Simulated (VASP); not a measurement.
# BiTe (I4mm) in VASP: further runs, part 2 of 2

VASP 6.6.1. The steps go on from the part before.

## (3) Single point, PBE (all Bi atoms moved -0.100 Å, as atom 1 along Cartesian [1 0 0])

Input file INCAR:

```
SYSTEM = BiTe
ALGO = Fast
EDIFF = 1E-6
ENCUT = 520
GGA = PE
ISIF = 2
ISMEAR = 0
LASPH = .TRUE.
LCHARG = .FALSE.
LREAL = .FALSE.
LWAVE = .FALSE.
NBANDS = 18
NELM = 100
PREC = Accurate
SIGMA = 0.15
```

Input file KPOINTS:

```
k-points
0
G
  14 14 14
  0 0 0
```

Input file POSCAR:

```
BiTe
1.0
    0.0000000000      3.2350000000      3.2350000000
    3.2350000000      0.0000000000      3.2350000000
    3.2350000000      3.2350000000      0.0000000000
Bi Te
1 1
Direct
    0.0154559505     -0.0154559505     -0.0154559505
    0.5000000000      0.5000000000      0.5000000000
```

Potentials or basis: VASP PAW PBE potentials, release 64 (Bi_d, Te).

The run is started by

```bash
$ cat potpaw_PBE.64/Bi_d/POTCAR potpaw_PBE.64/Te/POTCAR > POTCAR
$ mpirun -np 1 vasp_std > vasp.out
```

OUTCAR:

```text
SYSTEM = BiTe
   EDIFF = 1E-6
   ENCUT = 520
   GGA = PE
   ISIF = 2
   ISMEAR = 0
   LASPH = .TRUE.
   LREAL = .FALSE.
   NELM = 100
   PREC = Accurate

 ion  position               nearest neighbor table
   1  0.015  0.985  0.985-   2 3.14   2 3.24   2 3.24   2 3.24   2 3.24   2 3.33
   2  0.500  0.500  0.500-   1 3.14   1 3.24   1 3.24   1 3.24   1 3.24   1 3.33

  LATTYP: Found a face centered cubic cell.
 ALAT       =     6.4700000000

  Lattice vectors:

 A1 = (   0.0000000000,   3.2350000000,   3.2350000000)
 A2 = (   3.2350000000,   0.0000000000,   3.2350000000)
 A3 = (   3.2350000000,   3.2350000000,   0.0000000000)

Analysis of symmetry for initial positions (statically):
=====================================================================
 Subroutine PRICEL returns:
 Original cell was already a primitive cell.

 Routine SETGRP: Setting up the symmetry group for a
 face centered cubic supercell.

 Subroutine GETGRP returns: Found  8 space group operations
 (whereof  8 operations were pure point group operations)
 out of a pool of 48 trial point group operations.

The static configuration has the point symmetry C_4v.

Analysis of symmetry for dynamics (positions and initial velocities):
=====================================================================
 Subroutine PRICEL returns:
 Original cell was already a primitive cell.

 Routine SETGRP: Setting up the symmetry group for a
 face centered cubic supercell.

 Subroutine GETGRP returns: Found  8 space group operations
 (whereof  8 operations were pure point group operations)
 out of a pool of 48 trial point group operations.

The dynamic configuration has the point symmetry C_4v.

 Subroutine INISYM returns: Found  8 space group operations
 (whereof  8 operations are pure point group operations),
 and found     1 'primitive' translations

----------------------------------------------------------------------------------------

[... 107 lines left out ...]
   ISMEAR =     0;   SIGMA  =   0.15  broadening in eV -4-tet -1-fermi 0-gaus
   EFERMI_NEDOS =   21; number of points for ismear=-14 and -15
   IALGO  =     68    algorithm
   IMIX   =      4    mixing-type and parameters
     AMIX     =   0.40;   BMIX     =  1.00
     AMIX_MAG =   1.60;   BMIX_MAG =  1.00
  volume/ion in A,a.u.               =      33.86       228.46
  Fermi-wavevector in a.u.,A,eV,Ry     =   1.108146  2.094092 16.707785  1.227988
  Thomas-Fermi vector in A             =   2.244669
   LORBIT       =      0    0 simple, 1 ext, 2 COOP (PROOUT), +10 PAW based schemes
   GGA     = PE    functional components
   LHFCALC =     F    Hartree Fock is set to
   AEXX    =    0.0000 exact exchange contribution
   IVDW    =     0    specifies the selected vdW correction
   LEPSILON=     F    determine dielectric tensor
   LRPA    =     F    only Hartree local field effects (RPA)
 non-spin polarized calculation
 RMM-DIIS sequential band-by-band and
 Gauss-broadening in eV      SIGMA  =   0.15
  energy-cutoff  :      520.00
  volume of cell :       67.71
 maximum number of plane-waves:      1845
 NGX is ok and might be reduce to    36
   NGX = 17   NGY = 17   NGZ = 17

 number of electron      21.0000000 magnetization

 Free energy of the ion-electron system (eV)
  ---------------------------------------------------
  ext. energy  EPLUGINS =         0.00000000
  ---------------------------------------------------
  free energy    TOTEN  =        -7.16732123 eV

  energy without entropy =       -7.15133118  energy(sigma->0) =       -7.15932620

 E-fermi :   6.6832     XC(G=0):  -9.4327

 val. band max:        6.6794741964   @ k =  -0.4286   0.1429   0.0000
 cond. band min:       6.6916830901   @ k =   0.3571   0.1429  -0.3571
 fundamental gap:      0.0122088937
 Fermi energy:         6.6832448933

 k-point     1 :       0.0000    0.0000    0.0000
  band No.  band energies     occupation
      1     -16.5015      2.00000
      2     -16.4961      2.00000
      3     -16.4961      2.00000
      4     -16.4950      2.00000
      5     -16.4921      2.00000
      6      -6.8831      2.00000
[... 481 lines left out ...]
      5     -16.4865      2.00000
      6      -5.1565      2.00000
[... 10 lines left out ...]
     17      15.3044      0.00000
     18      16.3018      0.00000

 [... further k-points ...]
[... 5 lines left out ...]
  --------------------------------------------------------------------------------------
  -------------------------------------------------------------------------------------
  Total        0.4480547      0.3411667      0.3411667      0.0000000      0.0000000      0.0000000
  in kB       10.6020235      8.0728043      8.0728043      0.0000000      0.0000000      0.0000000
  external PRESSURE =       8.9158773 kB  Pullay stress =       0.0000000 kB

 VOLUME and BASIS-vectors are now :
 -----------------------------------------------------------------------------
  energy-cutoff  :      520.00
  volume of cell :       67.71
      direct lattice vectors                 reciprocal lattice vectors
     0.000000000  3.235000000  3.235000000    -0.154559505  0.154559505  0.154559505
     3.235000000  0.000000000  3.235000000     0.154559505 -0.154559505  0.154559505
     3.235000000  3.235000000  0.000000000     0.154559505  0.154559505 -0.154559505

 POSITION                                       TOTAL-FORCE (eV/Angst)
 -----------------------------------------------------------------------------------
      6.37000      3.23500      3.23500         0.253303      0.000000      0.000000
      3.23500      3.23500      3.23500        -0.253303      0.000000      0.000000
 -----------------------------------------------------------------------------------
    total drift:                               -0.000332     -0.000000     -0.000000

  FREE ENERGIE OF THE ION-ELECTRON SYSTEM (eV)
  ---------------------------------------------------
  free  energy   TOTEN  =        -7.1673212295 eV

  energy  without entropy=       -7.1513311787  energy(sigma->0) =       -7.15932620
```

OSZICAR:

```text
N       E                     dE             d eps       ncg     rms          rms(c)
DAV:   1     0.157196698943E+03    0.15720E+03   -0.98815E+03  8792   0.113E+03
DAV:   2     0.501016689626E+01   -0.15219E+03   -0.14823E+03  9366   0.306E+02
DAV:   3    -0.684108094489E+01   -0.11851E+02   -0.11700E+02 10774   0.894E+01
DAV:   4    -0.717591586466E+01   -0.33483E+00   -0.33414E+00 10730   0.158E+01
DAV:   5    -0.719001864994E+01   -0.14103E-01   -0.14102E-01 12182   0.315E+00    0.647E+00
RMM:   6    -0.716376505038E+01    0.26254E-01   -0.39390E-02 10387   0.133E+00    0.379E+00
RMM:   7    -0.716743328576E+01   -0.36682E-02   -0.14820E-02 10264   0.710E-01    0.721E-01
RMM:   8    -0.716720679788E+01    0.22649E-03   -0.21643E-03 11287   0.518E-01    0.437E-02
RMM:   9    -0.716730357427E+01   -0.96776E-04   -0.69196E-04 13004   0.215E-01    0.411E-02
RMM:  10    -0.716732023345E+01   -0.16659E-04   -0.15428E-04 14904   0.116E-01    0.368E-02
RMM:  11    -0.716732257795E+01   -0.23445E-05   -0.22668E-05 12807   0.374E-02    0.184E-02
RMM:  12    -0.716732100732E+01    0.15706E-05   -0.49062E-06  9740   0.204E-02    0.121E-02
RMM:  13    -0.716732122952E+01   -0.22220E-06   -0.17579E-06  7439   0.126E-02
   1 F= -.71673212E+01 E0= -.71593262E+01  d E =-.159901E-01
```

Wall time 3.4 min (1 thread of Intel Xeon Platinum 8375C at 2.90GHz (Ice Lake), shared host); peak memory 0.43 GiB.

Results:

- Free energy: -7.1673 eV
- Pressure: 0.9 GPa
- Largest force: 0.253 eV/Å
- Band gap on the k mesh: none (metal or under the smearing width)

Forces in eV/Å, atoms in the order of the input:
```
Bi   0.253  0.000  0.000
Te  -0.253  0.000  0.000
```

Levels at points of the mesh, in eV from the Fermi level:
| k point | band 6 | band 7 | band 8 | band 9 | band 10 | band 11 | band 12 | band 13 | band 14 | band 15 |
| --- | --- | --- | --- | --- | --- | --- | --- | --- | --- | --- |
| (0.00, 0.00, 0.00) | -13.57 | -8.15 | -2.61 | -2.57 | -2.57 | 2.08 | 2.08 | 2.14 | 4.64 | 4.67 |
| (0.50, 0.00, 0.00) | -11.67 | -11.22 | -2.03 | -1.96 | -1.66 | -0.82 | -0.64 | -0.57 | 7.23 | 7.79 |
| (0.50, 0.50, 0.00) | -11.82 | -9.97 | -5.69 | -4.05 | -4.03 | 2.11 | 3.58 | 3.66 | 4.92 | 8.63 |
| (0.00, 0.50, 0.50) | -11.79 | -10.03 | -5.66 | -4.05 | -4.05 | 2.21 | 3.56 | 3.56 | 4.95 | 8.64 |

Caveat: spin-orbit coupling is left out, which moves the levels of the heavy elements.

## (4) Single point, PBE (all Bi atoms moved -0.200 Å, as atom 1 along Cartesian [1 0 0])

Input file INCAR:

```
ALGO     = Fast           # electronic algorithm
EDIFF    = 1E-6           # SCF threshold, eV
ENCUT    = 520            # plane-wave cutoff, eV
GGA      = PE             # functional
ISIF     = 2              # what is computed and relaxed
ISMEAR   = 0              # smearing method
LASPH    = True           # aspherical terms in the spheres
LCHARG   = False          # write CHGCAR
LREAL    = False          # projectors in reciprocal space
LWAVE    = False          # write WAVECAR
NBANDS   = 18             # bands
NELM     = 100            # most SCF steps
PREC     = Accurate       # precision mode
SIGMA    = 0.15           # smearing width, eV
```

Input file KPOINTS:

```
k-points
0
Gamma
  14 14 14
```

Changes to POSCAR since step 3:

```diff
@@ -8,3 +8,3 @@
 Direct
-    0.0154559505     -0.0154559505     -0.0154559505
+    0.0309119011     -0.0309119011     -0.0309119011
     0.5000000000      0.5000000000      0.5000000000
```

The run is started by

```bash
$ cat potpaw_PBE.64/Bi_d/POTCAR potpaw_PBE.64/Te/POTCAR > POTCAR
$ mpirun -np 1 vasp_std > vasp.out
```

It took 3.6 min on 1 thread of Intel Xeon Platinum 8375C at 2.90GHz (Ice Lake), shared host; peak memory 0.43 GiB.

The run converged. Its results:

```yaml
Free_energy: -7.1280 eV
Pressure: 1.4 GPa
Largest_force: 0.541 eV/Å
Band_gap_on_the_k_mesh: none (metal or under the smearing width)
```

Forces on the atoms (eV/Å):
```
Bi   0.541  0.000  0.000
Te  -0.541  0.000  0.000
```

Stress tensor (GPa, compression positive):
```
2.09 0.00 0.00
0.00 1.09 0.00
0.00 0.00 1.09
```

Levels at points of the mesh, in eV from the Fermi level:
| k point | band 8 | band 9 | band 10 | band 11 | band 12 | band 13 |
| --- | --- | --- | --- | --- | --- | --- |
| (0.00, 0.00, 0.00) | -2.74 | -2.58 | -2.58 | 1.89 | 1.89 | 2.16 |
| (0.50, 0.00, 0.00) | -2.27 | -2.03 | -1.78 | -0.78 | -0.65 | -0.39 |
| (0.50, 0.50, 0.00) | -5.73 | -4.12 | -4.04 | 1.80 | 3.61 | 3.85 |
| (0.00, 0.50, 0.50) | -5.64 | -4.09 | -4.09 | 2.17 | 3.53 | 3.53 |

Caveat: spin-orbit coupling is left out, which moves the levels of the heavy elements.

## (5) Summary

```tsv
cell	gap on the mesh (eV)	pressure (GPa)	largest force (eV/Å)
all Bi atoms moved +0.150 Å, as atom 1 along Cartesian [1 0 0]	none	1.1	0.39
all Bi atoms moved -0.100 Å, as atom 1 along Cartesian [1 0 0]	none	0.9	0.25
all Bi atoms moved -0.200 Å, as atom 1 along Cartesian [1 0 0]	none	1.4	0.54
```

Alike in all rows: task single point; level PBE; potentials or basis VASP PAW PBE potentials, release 64 (Bi_d, Te); no spin polarisation; k mesh 14 × 14 × 14; cutoff (eV) 520; smearing gaussian 0.15 eV.

Caveats: spin-orbit coupling is left out, which moves the levels of the heavy elements.

Absolute energies hang on the potentials; compare differences alone.
